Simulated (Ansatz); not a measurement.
# All-electron card of KI

```yaml
crystal:
  lattice:
    - [6.08614, 0.00000, 0.00000]
    - [-3.04307, 5.27075, 0.00000]
    - [0.00000, 0.00000, 7.11879]
  atoms:
    - { symbol: K, position: [0.33333, 0.66667, 0.93799] }
    - { symbol: K, position: [0.66667, 0.33333, 0.43799] }
    - { symbol: I, position: [0.33333, 0.66667, 0.43801] }
    - { symbol: I, position: [0.66667, 0.33333, 0.93801] }
```

Atoms are numbered in the order listed.

The cell was built from the wurtzite type and relaxed in the same program, and has space group P6_3/mmc; it needn't be a known or the stable phase. The relaxation left the symmetry of that type.

Spin–orbit coupling is left out, though it moves levels of the heavy atoms by tenths of an eV or more.

Levels of theory: DFT, PBE, all-electron LAPW, scalar-relativistic (Ansatz 0.2.0); DFT, PBE, PAW with Ansatz's default frozen-core files, scalar-relativistic (Ansatz 0.2.0); DFT, PBE, all-electron PAW with datasets made for the crystal, scalar-relativistic (Ansatz 0.2.0).

For LAPW: a Γ-centred 8×8×5 k mesh, Fermi–Dirac smearing of 0.05 eV, basis error target 1 meV/atom, no spin polarisation. PAW takes a cutoff of 420 eV at this cell. The crystal-made all-electron datasets (AE datasets) take a cutoff of 200 eV at this cell. The Ansatz runs share mesh, smearing and spin set-up. Values come from LAPW unless marked.

Spin–orbit coupling is left out, which moves gradients at and beside heavy atoms by some per cent and at worst by a factor of two.

```yaml
Bader_charges_from_the_PAW_run: K1 +0.83, I3 -0.83 e
Pressure_at_this_cell: 0.01 GPa
Volume_per_atom: 57.09 Å³
```

**Question.** Field gradients Vzz (crystal-made datasets): what does the calculation give?

**Answer.** K1 -0.35 (η = 0.00), I3 0.83 (η = 0.00) in 10²¹ V/m².

**Question.** Predict this quantity. Band gap.

**Answer.** 3.75 eV, direct at Γ.

**Question.** Löwdin charges (with 0.09 e of the cell spilling out of the atomic basis, so their sizes and signs hang on that basis): what does the calculation give?

**Answer.** K1 0.72, I3 -0.67 e.
